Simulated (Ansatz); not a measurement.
Eu:

```xyz
1
Lattice="-2.3030 2.3030 2.3030 2.3030 -2.3030 2.3030 2.3030 2.3030 -2.3030" Properties=species:S:1:pos:R:3 pbc="T T T"
Eu    0.0000    0.0000    0.0000
```

| Property | Result |
| --- | --- |
| Program | Ansatz 0.2.0 |
| Task | relaxation of cell and atoms |
| Functional | r2SCAN |
| Potentials or basis | Ansatz PAW |
| Cutoff | 500 eV (not typed: the program's choice for these potentials) |
| k mesh | 8 × 8 × 8 |
| Occupations | fermi-dirac, width 0.05 eV |
| Spin | collinear spin, ferromagnetic start |
| Starting moments | [7.0] μB |

At the start: volume 48.86 Å³/atom.

How do energy, volume and symmetry change on relaxing?

It ends after 5 steps and the volume is 44.11 Å³/atom (-9.7 %); space group Im-3m (No. 229, to 0.05 Å); moment 7.82 μB per cell.

Step by step:
| step | energy change (eV) | largest force (eV/Å) | volume (Å³) |
| --- | --- | --- | --- |
| 1 | 0.0000 | 0.0000 | 48.86 |
| 2 | -0.0106 | 0.0000 | 47.33 |
| 3 | -0.0214 | 0.0000 | 43.69 |
| 4 | -0.0214 | 0.0000 | 44.11 |
| 5 | -0.0200 | 0.0000 | 44.11 |

Final structure:
```cif
data_structure
_symmetry_space_group_name_H-M 'P 1'
_symmetry_Int_Tables_number 1
_cell_length_a 3.8553
_cell_length_b 3.8553
_cell_length_c 3.8553
_cell_angle_alpha 109.471
_cell_angle_beta 109.471
_cell_angle_gamma 109.471
_cell_volume 44.11
loop_
_atom_site_label
_atom_site_type_symbol
_atom_site_fract_x
_atom_site_fract_y
_atom_site_fract_z
_atom_site_occupancy
Eu1 Eu 0.00000 0.00000 0.00000 1
```

Caveat: the magnetic or orbital state may not be the lowest; the plane-wave basis is chosen anew once the cell has moved, so the energies of steps on either side of that aren't comparable; the PAW data sets come from PBE, with cores solved anew for the run's functional, which leaves a small shift of forces and pressure.
